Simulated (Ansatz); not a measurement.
**Mo: a tetragonal deformation path**

One table from this session's results is given with a row withheld; the runs are named, their logs left out.

The COD entry's cell or inner coordinates are ideal or old and differ from later refinements, so a difference from it is no clean test against experiment.

Computed with Ansatz 0.2.0 (DFT PBEsol, scalar-relativistic, plane waves, PAW, unless a step's input says otherwise).

## Starting point

Symmetry: Im-3m, No. 229, cubic system. Conventional cell: a = 3.142 Å, b = 3.142 Å, c = 3.142 Å, α = 90.00°, β = 90.00°, γ = 90.00°. Mo (site symmetry m-3m) is surrounded by 8 Mo at 2.72 Å.

Structure file:

```cif
data_structure
_symmetry_space_group_name_H-M 'Im-3m'
_symmetry_Int_Tables_number 229
_cell_length_a 3.1420
_cell_length_b 3.1420
_cell_length_c 3.1420
_cell_angle_alpha 90.000
_cell_angle_beta 90.000
_cell_angle_gamma 90.000
_cell_volume 31.02
loop_
_atom_site_label
_atom_site_type_symbol
_atom_site_symmetry_multiplicity
_atom_site_Wyckoff_symbol
_atom_site_fract_x
_atom_site_fract_y
_atom_site_fract_z
_atom_site_occupancy
Mo1 Mo 2 a 0.00000 0.00000 0.00000 1
```

The cell is taken as given, not relaxed at this level.

## The reference cell

The reference gives a free energy of -4897.4716 eV, pressure -3.21 GPa, largest force 0.000 eV/Å and gap on the mesh none (metal). It was computed beforehand with the settings of the runs below.

Set-up of the first run:

At fixed volume and fractional coordinates, lengths along (0.000, 0.000, 1.000) are scaled against those across it; ρ is that ratio over its starting value.

Input file input.yaml:

```yaml
crystal:
  lattice:
    - [-1.7634766507, 1.7634766507, 1.2467779921]
    - [1.7634766507, -1.7634766507, 1.2467779921]
    - [1.7634766507, 1.7634766507, -1.2467779921]
  atoms:
    - { symbol: Mo, position: [0.0, 0.0, 0.0] }
basis:
  ecutwfc: 420
kpoints:
  mp_grid: { grid: [24, 24, 24] }
hamiltonian:
  xc: pbesol
scf:
  occupations: { method: gaussian, width: 0.15 }
output:
  forces: true
  stress: true
  eigenvalues: true
```

On the command line:

```bash
ansatz run input.yaml --threads 1 --pin off --max-ram 2560MiB --backend cpu --events-out ev --progress --plain --runs-dir out
```

Among the steps run: At ρ = 0.707; ρ = 1.414; ρ = 0.850; Point ρ = 1.200; ρ = 0.780; At ρ = 1.300; At ρ = 0.920; At ρ = 1.100; ρ = 0.650; ρ = 1.500; ρ = 0.960; Point ρ = 1.050.

One table of the session follows, with a row left open; its other results are not shown here.

It belongs to the step «The scan collected». The scan, with free energies counted from the undisturbed cell:

```
    ρ  ΔE (meV/atom)  pressure (GPa)
0.650          886.0            18.0
0.707          611.0            10.0
0.780          415.5             3.6
0.850              ?               ?
0.920           70.5            -2.2
0.960           16.9            -3.0
1.000            0.0            -3.2
1.050           23.3            -2.9
1.100           85.4            -2.1
1.200          256.1            -0.1
1.300          380.5             0.5
1.414          429.3             0.5
1.500          411.0             0.6
```

Q: Estimate the row for ρ = 0.850 from the others.

Worked estimate for «ΔE (meV/atom)». A straight line through the neighbours (0.780, 415.5) and (0.920, 70.5) gives 415.5 + (70.5 − 415.5) × (0.850 − 0.780) / (0.920 − 0.780) = 243.0; a parabola fitted to 4 rows on both sides gives 233.1.

**Answer.** ΔE (meV/atom): 238.1; pressure (GPa): -0.1. In «ΔE (meV/atom)» the line misses by +4.9 and the parabola by -5.0.
